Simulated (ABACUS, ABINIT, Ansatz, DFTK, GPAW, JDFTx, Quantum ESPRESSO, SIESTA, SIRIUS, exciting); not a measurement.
Mo: programs and potentials compared

```
Mo
1.0
    -1.59439    1.59130    1.58454
     1.61239   -1.54306    1.55430
     1.60659    1.55526   -1.53630
Mo
1
Direct
  0.99511 0.97150 0.97202
```

The given cell was strained at random by a few per cent at fixed volume.

Alike in all runs: task single point; functional PBEsol; k mesh 12 × 12 × 12; occupations fermi-dirac, width 0.05 eV; no spin polarisation; no spin-orbit coupling. Pressure is positive in compression and, in plane waves, holds the error of the finite cutoff.

| program and potentials | plane-wave cutoff (eV) | notes | band gap (eV) | pressure (GPa) | energy over the undisturbed cell (meV/atom) |
| --- | --- | --- | --- | --- | --- |
| DFTK, PseudoDojo SR PBEsol 0.4.1 standard (PBEsol) | 1088 | - | no gap | -9.12 | - |
| JDFTx, PseudoDojo-SR-PBEsol-0.4.1-standard with smoothed tails | 1088 | - | no gap | -9.12 | 12.23 |
| ABACUS, PseudoDojo NC SR 0.4.1 PBEsol standard, plane waves | 1102 | - | no gap | -9.12 | 12.23 |
| Quantum ESPRESSO, GBRV 1.5 PBEsol | 612 | - | no gap | -10.16 | 12.18 |
| SIRIUS, PseudoDojo 0.4.1 PBEsol standard (scalar relativistic) | 1102 | - | no gap | -9.11 | 12.23 |
| GPAW, PAW data sets generated for this functional | 600 | - | no gap | -9.72 | 12.18 |
| Ansatz, all-electron LAPW, scalar-relativistic | - | - | no gap | -9.36 | - |
| SIESTA, files PseudoDojo sr-pbesol-0.4.1-standard, DZP (energy shift 0.003 Ry; two zetas on semicore shells) | - | atomic basis | no gap | -6.35 | 13.08 |
| ABINIT, PseudoDojo NC SR PBEsol v0.4.1 standard | 1088 | - | no gap | -9.12 | 12.23 |
| exciting, all-electron LAPW+lo, shipped species files, valence relativity iora* | - | - | no gap | - | 12.25 |

None finds a gap. The pressure spans -10.16 (Quantum ESPRESSO, GBRV 1.5 PBEsol) to -6.35 GPa (SIESTA, files PseudoDojo sr-pbesol-0.4.1-standard, DZP (energy shift 0.003 Ry; two zetas on semicore shells)), with all-electron results at -9.36. The pressure on the cell as given of SIESTA, files PseudoDojo sr-pbesol-0.4.1-standard, DZP (energy shift 0.003 Ry; two zetas on semicore shells) lies far from the others; the cause wasn't traced. Rows in atomic bases carry the error of their basis and grid, which can be large.

Differences between rows come from potentials, basis sets and numerical settings, since the functional is the same but for its coding. Runs on potential files found faulty are left out.
